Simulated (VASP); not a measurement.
# SiO2 (P4_2/mnm) in VASP: further runs, part 2 of 2

VASP 6.6.1. Earlier steps stand in the parts before.

### 3 Relaxation of cell and atoms, PBEsol

The input, INCAR:

```
  ALGO = Fast
  EDIFF = 1E-6
  EDIFFG = -0.01
  ENCUT = 600
  GGA = PS
  IBRION = 2
  ISIF = 3
  ISMEAR = 0
  KPAR = 8
  LASPH = T
  LCHARG = F
  LREAL = F
  LWAVE = F
  NELM = 60
  NSW = 40
  PREC = Accurate
  SIGMA = 0.02
```

The input, KPOINTS:

```
k-points
0
Gamma
  6 6 9
```

The input, POSCAR:

```
SiO2
1.0
    4.1474130400      0.0000000000      0.0000000000
    0.0000000000      4.1474130400      0.0000000000
    0.0000000000      0.0000000000      2.7037501700
Si O
2 4
Direct
    0.5000000000      0.5000000000      0.5000000000
    0.0000000000      0.0000000000      0.0000000000
    0.6942292300      0.6942292300      0.0000000000
    0.8057707700      0.1942292300      0.5000000000
    0.3057707700      0.3057707700      0.0000000000
    0.1942292300      0.8057707700      0.5000000000
```

Potentials or basis: VASP PAW PBE potentials, release 64 (Si, O).

Launch:

```bash
$ cat potpaw_PBE.64/Si/POTCAR potpaw_PBE.64/O/POTCAR > POTCAR
$ mpirun -np 8 vasp_std > vasp.out
```

OUTCAR:

```text
EDIFF = 1E-6
   EDIFFG = -0.01
   ENCUT = 600
   GGA = PS
   IBRION = 2
   ISIF = 3
   ISMEAR = 0
   LASPH = T
   LREAL = F
   NELM = 60
   NSW = 40
   PREC = Accurate

 ion  position               nearest neighbor table
   1  0.500  0.500  0.500-   3 1.77   5 1.77   3 1.77   5 1.77   4 1.79   6 1.79
   2  0.000  0.000  0.000-   4 1.77   6 1.77   4 1.77   6 1.77   5 1.79   3 1.79
   3  0.694  0.694  0.000-   1 1.77   1 1.77   2 1.79
   4  0.806  0.194  0.500-   2 1.77   2 1.77   1 1.79
   5  0.306  0.306  0.000-   1 1.77   1 1.77   2 1.79
   6  0.194  0.806  0.500-   2 1.77   2 1.77   1 1.79

  LATTYP: Found a simple tetragonal cell.
 ALAT       =     4.1474130400
 C/A-ratio  =     0.6519124437

  Lattice vectors:

 A1 = (   4.1474130400,   0.0000000000,   0.0000000000)
 A2 = (   0.0000000000,   4.1474130400,   0.0000000000)
 A3 = (   0.0000000000,   0.0000000000,   2.7037501700)

Analysis of symmetry for initial positions (statically):
=====================================================================
 Subroutine PRICEL returns:
 Original cell was already a primitive cell.

 Routine SETGRP: Setting up the symmetry group for a
[... 189 lines left out ...]
  -------------------------------------------------------------------------------------
  Total        1.8018640      1.8018640     -0.4176225      0.0000000      0.0000000      0.0000000
  in kB       62.0742450     62.0742450    -14.3871035      0.0000000      0.0000000      0.0000000
  external PRESSURE =      36.5871289 kB  Pullay stress =       0.0000000 kB
[... 227 lines left out ...]
--------------------------------------- Ionic step        7  -------------------------------------------

 number of electron      32.0000001 magnetization

 Free energy of the ion-electron system (eV)
  ---------------------------------------------------
  ext. energy  EPLUGINS =         0.00000000
  ---------------------------------------------------
  free energy    TOTEN  =       -48.99631664 eV

  energy without entropy =      -48.99631664  energy(sigma->0) =      -48.99631664

 E-fermi :   8.1837     XC(G=0): -12.4664

 val. band max:        8.0046970878   @ k =   0.0000   0.0000   0.0000
 cond. band min:      13.3421425984   @ k =   0.0000   0.0000   0.0000
 fundamental gap:      5.3374455107
 Fermi energy:         8.1837411937

 k-point     1 :       0.0000    0.0000    0.0000
  band No.  band energies     occupation
      1     -14.4393      2.00000
      2     -10.8116      2.00000
      3     -10.8116      2.00000
      4     -10.5644      2.00000
      5      -2.8752      2.00000
      6       1.5746      2.00000
[... 541 lines left out ...]
     19      18.4840      0.00000
     20      18.4840      0.00000

 [... further k-points ...]

------------------------ aborting loop because EDIFF is reached ----------------------------------------

  FORCE on cell =-STRESS in cart. coord.  units (eV):
  Direction    XX          YY          ZZ          XY          YZ          ZX
  --------------------------------------------------------------------------------------
  -------------------------------------------------------------------------------------
  Total       -0.0012257     -0.0012257      0.0000675      0.0000000      0.0000000      0.0000000
  in kB       -0.0416547     -0.0416547      0.0022950      0.0000000      0.0000000      0.0000000
  external PRESSURE =      -0.0270048 kB  Pullay stress =       0.0000000 kB
[... 21 lines left out ...]
  FREE ENERGIE OF THE ION-ELECTRON SYSTEM (eV)
  ---------------------------------------------------
  free  energy   TOTEN  =       -48.9963166429 eV

  energy  without entropy=      -48.9963166429  energy(sigma->0) =      -48.99631664

 reached required accuracy - stopping structural energy minimisation
```

OSZICAR:

```text
N       E                     dE             d eps       ncg     rms          rms(c)
DAV:   1     0.179627815739E+03    0.17963E+03   -0.19783E+04  2016   0.173E+03
DAV:   2    -0.457364876647E+02   -0.22536E+03   -0.21639E+03  2744   0.342E+02
DAV:   3    -0.531487468597E+02   -0.74123E+01   -0.73904E+01  2400   0.664E+01
[... 61 lines left out ...]
       N       E                     dE             d eps       ncg     rms          rms(c)
DAV:   1    -0.489963377742E+02   -0.36612E-04   -0.61023E-03  2152   0.670E-01    0.422E-02
RMM:   2    -0.489963179688E+02    0.19805E-04   -0.18524E-04  2000   0.113E-01    0.143E-02
RMM:   3    -0.489963171976E+02    0.77123E-06   -0.31633E-05  2000   0.444E-02    0.464E-03
RMM:   4    -0.489963166429E+02    0.55467E-06   -0.23603E-06  1273   0.131E-02
   7 F= -.48996317E+02 E0= -.48996317E+02  d E =-.220566E-03
```

CONTCAR:

```text
SiO2
   1.00000000000000
     4.1921693782511760    0.0000000000000000    0.0000000000000000
    -0.0000000000000000    4.1921693782511760    0.0000000000000000
     0.0000000000000000    0.0000000000000000    2.6825976075382880
  Si              O
     2     4
Direct
     0.5000000000000000    0.5000000000000000    0.5000000000000000
     0.0000000000000000    0.0000000000000000    0.0000000000000000
     0.6941722894841821    0.6941722894841821    0.0000000000000000
     0.8058277105158179    0.1941722894841822    0.5000000000000000
     0.3058277105158179    0.3058277105158179    0.0000000000000000
     0.1941722894841822    0.8058277105158179    0.5000000000000000

  0.00000000E+00  0.00000000E+00  0.00000000E+00
  0.00000000E+00  0.00000000E+00  0.00000000E+00
  0.00000000E+00  0.00000000E+00  0.00000000E+00
  0.00000000E+00  0.00000000E+00  0.00000000E+00
  0.00000000E+00  0.00000000E+00  0.00000000E+00
  0.00000000E+00  0.00000000E+00  0.00000000E+00
```

It took 23 s on 8 MPI ranks of Intel Xeon 6975P-C (Granite Rapids), shared host; peak memory 0.21 GiB.

Results:

* Free energy: -48.9963 eV
* Relaxed volume: 7.86 Å³/atom
* Relaxed cell: a = 4.192 Å, b = 4.192 Å, c = 2.683 Å, α = 90.00°, β = 90.00°, γ = 90.00°
* Space group after relaxing (to 0.05 Å): P4_2/mnm (No. 136)
* Energy gained by relaxing: 3.5 meV/atom
* Ionic steps: 7
* Pressure after relaxing: 0.0 GPa
* Band gap on the k mesh: 5.34 eV, direct

The path:
```tsv
step	energy change (eV)	largest force (eV/Å)	pressure (GPa)	volume (Å³)
1	0.0000	0.1681	3.66	46.51
2	-0.0072	0.3331	-4.31	47.70
3	-0.0166	0.1203	-1.05	47.18
4	-0.0203	0.0300	0.65	47.06
5	-0.0205	0.0464	0.31	47.08
6	-0.0207	0.0126	-0.11	47.16
7	-0.0207	0.0001	0.00	47.14
```

Final structure:
```xyz
6
Lattice="4.1922 0.0000 0.0000 0.0000 4.1922 0.0000 0.0000 0.0000 2.6826" Properties=species:S:1:pos:R:3 pbc="T T T"
Si    2.0961    2.0961    1.3413
Si    0.0000    0.0000    0.0000
O     2.9101    2.9101    0.0000
O     3.3782    0.8140    1.3413
O     1.2821    1.2821    0.0000
O     0.8140    3.3782    1.3413
```

Levels at points of the mesh, in eV from the valence-band top:
```
           k point  band 12  band 13  band 14  band 15  band 16  band 17  band 18  band 19  band 20
(0.00, 0.00, 0.00)    -3.14    -2.52    -0.88    -0.88     0.00     5.34     6.45     8.21     8.21
(0.50, 0.00, 0.00)    -3.89    -2.69    -2.69    -1.07    -1.07     7.48     7.48     8.79     8.79
(0.50, 0.50, 0.00)    -3.27    -2.70    -2.70    -2.27    -2.27     7.17     7.17     9.79     9.79
```

Caveat: the PAW data sets were made with another functional, which shifts forces and pressure a little; an odd mesh through Γ misses points on the zone boundary, where band edges often lie. Zero-point motion and thermal expansion aren't in these numbers.

### 4 Relaxation of cell and atoms, LDA

The input, INCAR:

```
PREC = Accurate
ENCUT = 300
EDIFF = 1E-6
ISMEAR = 0
SIGMA = 0.02
LREAL = F
LASPH = T
NELM = 60
ALGO = Fast
ISIF = 3
LWAVE = F
LCHARG = F
IBRION = 2
NSW = 60
EDIFFG = -0.005
KPAR = 2
```

The input, KPOINTS:

```
regular mesh
0
Gamma
  3 3 5
```

POSCAR is that of step 3.

Potentials or basis: VASP PAW LDA potentials, release 64 (Si, O).

Launch:

```bash
$ cat potpaw_LDA.64/Si/POTCAR potpaw_LDA.64/O/POTCAR > POTCAR
$ mpirun -np 2 vasp_std > vasp.out
```

It took 11 s on 2 MPI ranks of AMD EPYC 7R13 (Zen 3), shared host; peak memory 0.1 GiB.

The run converged, but a check on its numbers failed (symmetry, net force, bounds or a known fault of this set-up), so they aren't taken as properties of the crystal.

Caveat: the k mesh is coarse (spacing up to 0.50 Å⁻¹), so the values aren't converged; the cutoff lies under the usual one of these potentials, so the numbers hold a large basis-set error; the volume moved by -11 % from the deposited cell, more than functionals usually miss.
